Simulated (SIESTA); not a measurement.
## TiSi2 in SIESTA: the effect of strain zz

TiSi2:

```
Ti Si
1.0
    -1.47287    1.71213    4.04360
     1.47287   -1.71213    4.04360
     1.47287    1.71213   -4.04360
Ti Si
1 2
Direct
  0.00000 0.00000 0.00000
  0.67008 0.67008 0.00000
  0.32992 0.32992 0.00000
```

The cell comes from a database or a generator and needn't be the stable form of this composition.

The cell isn't the ideal one: cell strained along z.

Alike in all runs:

* Program: SIESTA 5.4.2
* Task: band structure
* Functional: PBEsol
* Potentials or basis: PseudoDojo 0.4 standard (PBEsol files)
* Basis: DZP (energy shift 0.003 Ry; two zetas on semicore shells)
* Grid cutoff: 800 Ry
* Energy shift: 0.003 Ry
* k mesh: 12 × 12 × 12
* Occupations: fermi-dirac, width 0.05 eV
* Spin: no spin polarisation

```csv
strain zz,pressure (GPa),largest force (eV/Å)
-0.04,3.6,0.13
-0.02,0.0,0.08
0,?,?
0.02,-5.5,0.01
0.04,-7.8,0.01
```

What does the run with strain zz 0 give?

Pressure -3.0 GPa; largest force 0.04 eV/Å.

Worked out: A parabola through the other rows of the pressure, of slope -142 GPa per unit of strain zz there, gives -3.0 GPa, against the run's -3.0. A parabola through the other rows of the largest force, of slope -1.55 eV/Å per unit of strain zz there, gives 0.04 eV/Å, against the run's 0.04.

Caveats: the basis of atomic orbitals isn't converged, which shifts pressures, moduli and gaps.
